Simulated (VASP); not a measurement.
# CdSe (P6_3mc) in VASP: further runs, part 2 of 2

VASP 6.6.1.

## 3. Single point, PBEsol (27.00 Å³/atom)

This run uses another cell than the first one, of 27.00 Å³/atom.

The input, INCAR:

```
ALGO = Normal
EDIFF = 1E-6
ENCUT = 520
GGA = PS
ISIF = 2
ISMEAR = 0
LASPH = True
LCHARG = False
LREAL = False
LWAVE = False
NBANDS = 26
NELM = 100
PREC = Accurate
SIGMA = 0.05
```

The input, KPOINTS:

```
k-points
0
Gamma
  10 10 6
```

The input, POSCAR:

```
CdSe
1.0
    4.2428311414      0.0000000000      0.0000000000
   -2.1214155707      3.6743995524      0.0000000000
    0.0000000000      0.0000000000      6.9273415124
Cd Se
2 2
Direct
    0.3333333333      0.6666666667      0.0046962241
    0.6666666667      0.3333333333      0.5046962241
    0.3333333333      0.6666666667      0.3803037759
    0.6666666667      0.3333333333      0.8803037759
```

Potentials or basis: VASP PAW PBE potentials, release 64 (Cd, Se).

Command:

```
$ cat potpaw_PBE.64/Cd/POTCAR potpaw_PBE.64/Se/POTCAR > POTCAR
$ mpirun -np 1 vasp_std > vasp.out
```

Wall time 1.8 min (1 thread of Intel Xeon Platinum 8488C (Sapphire Rapids), shared host); peak memory 0.3 GiB.

Results (log left out):

- Free energy: -12.3095 eV
- Pressure: 2.8 GPa
- Largest force: 0.006 eV/Å
- Band gap on the k mesh: 0.63 eV

Forces in eV/Å, atoms in the order of the input:
```
Cd   0.000  0.000  0.006
Cd   0.000  0.000  0.006
Se   0.000  0.000 -0.006
Se   0.000  0.000 -0.006
```

Levels at points of the mesh, in eV from the valence-band top:
```
           k point  band 16  band 17  band 18  band 19  band 20  band 21
(0.00, 0.00, 0.00)    -0.06     0.00     0.00     0.63     2.14     5.77
(0.50, 0.00, 0.00)    -2.03    -1.48    -0.83     3.20     3.21     4.64
(0.00, 0.00, 0.50)    -0.44    -0.44    -0.44     2.35     2.35     5.81
(0.50, 0.00, 0.50)    -1.49    -1.48    -1.48     2.83     2.83     4.76
```

Caveat: the PAW data sets were made with another functional, which shifts forces and pressure a little. A hybrid or GW would open this gap; PBEsol tends to underestimate it.

## 4. Single point, PBEsol

This run uses another cell than the first one, of 28.12 Å³/atom.

The input, INCAR:

```
ALGO = Normal ; EDIFF = 1E-6
ENCUT = 520 ; GGA = PS
ISIF = 2 ; ISMEAR = 0
LASPH = True ; LCHARG = False
LREAL = False ; LWAVE = False
NBANDS = 26 ; NELM = 60
PREC = Accurate ; SIGMA = 0.05
```

KPOINTS is that of step 3.

The input, POSCAR:

```
CdSe
1.0
    4.3009593391      0.0000000000      0.0000000000
   -2.1504796696      3.7247400483      0.0000000000
    0.0000000000      0.0000000000      7.0222483951
Cd Se
2 2
Direct
    0.3333333333      0.6666666667      0.0046962241
    0.6666666667      0.3333333333      0.5046962241
    0.3333333333      0.6666666667      0.3803037759
    0.6666666667      0.3333333333      0.8803037759
```

Command:

```
$ cat potpaw_PBE.64/Cd/POTCAR potpaw_PBE.64/Se/POTCAR > POTCAR
$ mpirun -np 1 vasp_std > vasp.out
```

Run time: 2 min. Hardware: 1 thread of Intel Xeon Platinum 8488C (Sapphire Rapids), shared host; peak memory 0.31 GiB.

The run converged. Its results:

| Item | Value |
| --- | --- |
| Free energy | -12.3521 eV |
| Pressure | 0.4 GPa |
| Band gap on the k mesh | 0.54 eV |

Levels at points of the mesh, in eV from the valence-band top:
| k point | band 16 | band 17 | band 18 | band 19 | band 20 | band 21 |
| --- | --- | --- | --- | --- | --- | --- |
| (0.00, 0.00, 0.00) | -0.05 | 0.00 | 0.00 | 0.54 | 2.10 | 5.78 |
| (0.50, 0.00, 0.00) | -1.89 | -1.37 | -0.77 | 3.12 | 3.23 | 4.66 |
| (0.00, 0.00, 0.50) | -0.41 | -0.41 | -0.41 | 2.28 | 2.28 | 5.74 |
| (0.50, 0.00, 0.50) | -1.39 | -1.37 | -1.37 | 2.82 | 2.82 | 4.75 |

Caveat: the PAW data sets were made with another functional, which shifts forces and pressure a little.

## 5. Single point, PBEsol (29.25 Å³/atom)

This run uses another cell than the first one, of 29.25 Å³/atom.

The input, INCAR:

```
SYSTEM = CdSe
PREC     = Accurate       ! precision mode
ENCUT    = 520            ! plane-wave cutoff, eV
EDIFF    = 1E-6           ! SCF threshold, eV
ISMEAR   = 0              ! smearing method
SIGMA    = 0.05           ! smearing width, eV
LREAL    = .FALSE.        ! projectors in reciprocal space
LASPH    = .TRUE.         ! aspherical terms in the spheres
NELM     = 100            ! most SCF steps
ALGO     = Normal         ! electronic algorithm
ISIF     = 2              ! what is computed and relaxed
LWAVE    = .FALSE.        ! write WAVECAR
LCHARG   = .FALSE.        ! write CHGCAR
GGA      = PS             ! functional
NBANDS   = 26             ! bands
```

The input, KPOINTS:

```
regular mesh
0
G
  10 10 6
  0 0 0
```

The input, POSCAR:

```
CdSe
1.0
    4.3575573999      0.0000000000      0.0000000000
   -2.1787786999      3.7737554068      0.0000000000
    0.0000000000      0.0000000000      7.1146569975
Cd Se
2 2
Direct
    0.3333333333      0.6666666667      0.0046962241
    0.6666666667      0.3333333333      0.5046962241
    0.3333333333      0.6666666667      0.3803037759
    0.6666666667      0.3333333333      0.8803037759
```

Potentials or basis: VASP PAW PBE potentials, release 64 (Cd, Se).

Command:

```
$ cat potpaw_PBE.64/Cd/POTCAR potpaw_PBE.64/Se/POTCAR > POTCAR
$ mpirun -np 1 vasp_std > vasp.out
```

OUTCAR:

```text
SYSTEM = CdSe
   PREC = Accurate
   ENCUT = 520
   EDIFF = 1E-6
   ISMEAR = 0
   LREAL = .FALSE.
   LASPH = .TRUE.
   NELM = 100
   ISIF = 2
   GGA = PS

 ion  position               nearest neighbor table
   1  0.333  0.667  0.005-   4 2.67   4 2.67   4 2.67   3 2.67
   2  0.667  0.333  0.505-   3 2.67   3 2.67   3 2.67   4 2.67
   3  0.333  0.667  0.380-   2 2.67   2 2.67   2 2.67   1 2.67
   4  0.667  0.333  0.880-   1 2.67   1 2.67   1 2.67   2 2.67

  LATTYP: Found a hexagonal cell.
 ALAT       =     4.3575573999
 C/A-ratio  =     1.6327167595
[... 895 lines left out ...]
  Direction    XX          YY          ZZ          XY          YZ          ZX
  --------------------------------------------------------------------------------------
  -------------------------------------------------------------------------------------
  Total       -1.1349811     -1.1349811     -1.1429214     -0.0000000      0.0000000      0.0000000
  in kB      -15.5427680    -15.5427680    -15.6515057     -0.0000000      0.0000000      0.0000000
  external PRESSURE =     -15.5790139 kB  Pullay stress =       0.0000000 kB

 VOLUME and BASIS-vectors are now :
 -----------------------------------------------------------------------------
  energy-cutoff  :      520.00
  volume of cell :      117.00
      direct lattice vectors                 reciprocal lattice vectors
     4.357557400  0.000000000  0.000000000     0.229486363  0.132494014  0.000000000
    -2.178778700  3.773755407  0.000000000     0.000000000  0.264988027  0.000000000
     0.000000000  0.000000000  7.114656998     0.000000000  0.000000000  0.140554914

 POSITION                                       TOTAL-FORCE (eV/Angst)
 -----------------------------------------------------------------------------------
     -0.00000      2.51584      0.03341        -0.000000      0.000000     -0.003640
      2.17878      1.25792      3.59074         0.000000     -0.000000     -0.003640
     -0.00000      2.51584      2.70573         0.000000      0.000000      0.003640
      2.17878      1.25792      6.26306        -0.000000     -0.000000      0.003640
 -----------------------------------------------------------------------------------
    total drift:                               -0.000000     -0.000000     -0.000370

  FREE ENERGIE OF THE ION-ELECTRON SYSTEM (eV)
  ---------------------------------------------------
  free  energy   TOTEN  =       -12.3343833260 eV

  energy  without entropy=      -12.3343833260  energy(sigma->0) =      -12.33438333
```

Run time: 2.1 min. Hardware: 1 thread of Intel Xeon Platinum 8488C (Sapphire Rapids), shared host; peak memory 0.31 GiB.

Results:

```yaml
Free_energy: -12.3344 eV
Pressure: -1.6 GPa
Largest_force: 0.004 eV/Å
Band_gap_on_the_k_mesh: 0.46 eV
```

Forces on the atoms (eV/Å):
```
Cd   0.000  0.000 -0.004
Cd   0.000  0.000 -0.004
Se   0.000  0.000  0.004
Se   0.000  0.000  0.004
```

Levels at points of the mesh, in eV from the valence-band top:
| k point | band 14 | band 15 | band 16 | band 17 | band 18 | band 19 | band 20 | band 21 | band 22 | band 23 |
| --- | --- | --- | --- | --- | --- | --- | --- | --- | --- | --- |
| (0.00, 0.00, 0.00) | -0.72 | -0.72 | -0.05 | 0.00 | 0.00 | 0.46 | 2.06 | 5.78 | 5.78 | 6.05 |
| (0.50, 0.00, 0.00) | -3.54 | -2.54 | -1.75 | -1.27 | -0.71 | 3.05 | 3.23 | 4.67 | 5.91 | 6.36 |
| (0.00, 0.00, 0.50) | -2.62 | -0.38 | -0.38 | -0.38 | -0.38 | 2.20 | 2.20 | 5.68 | 5.68 | 6.17 |
| (0.50, 0.00, 0.50) | -4.07 | -1.30 | -1.30 | -1.27 | -1.27 | 2.80 | 2.80 | 4.74 | 4.74 | 7.49 |

Caveat: the PAW data sets were made with another functional, which shifts forces and pressure a little.

## 6. Overview

```csv
cell,gap on the mesh (eV),pressure (GPa),largest force (eV/Å)
"a = 4.183, b = 4.183, c = 6.830 Å, angles 90.0, 90.0, 120.0°, 4 atoms",0.72,5.8,0.01
"a = 4.243, b = 4.243, c = 6.927 Å, angles 90.0, 90.0, 120.0°, 4 atoms",0.63,2.8,0.01
"a = 4.301, b = 4.301, c = 7.022 Å, angles 90.0, 90.0, 120.0°, 4 atoms",0.54,0.4,-
"a = 4.358, b = 4.358, c = 7.115 Å, angles 90.0, 90.0, 120.0°, 4 atoms",0.46,-1.6,-
```

Alike in all rows: task single point; level PBEsol; potentials or basis VASP PAW PBE potentials, release 64 (Cd, Se); no spin polarisation; k mesh 10 × 10 × 6; cutoff (eV) 520; smearing gaussian 0.05 eV.

Caveats: the PAW data sets were made with another functional, which shifts forces and pressure a little; the cell stands under pressure (at least some runs).

Total energies depend on the potentials used, so only differences within one code and one set of settings carry meaning.

## 7. Against experiment

Step 4. Against the measured gap of CdSe, 1.841 eV (2 K; a printed reference work, data compilation), the calculated 0.54 eV is off by -1.30 eV. So large a miss can be the level of theory's own, or it may mean another phase, state or a wrong row. Spin-orbit coupling on Cd, Se is left out. The value is that of PBEsol, without temperature or zero-point motion. Semilocal functionals fall short of measured gaps as a rule.
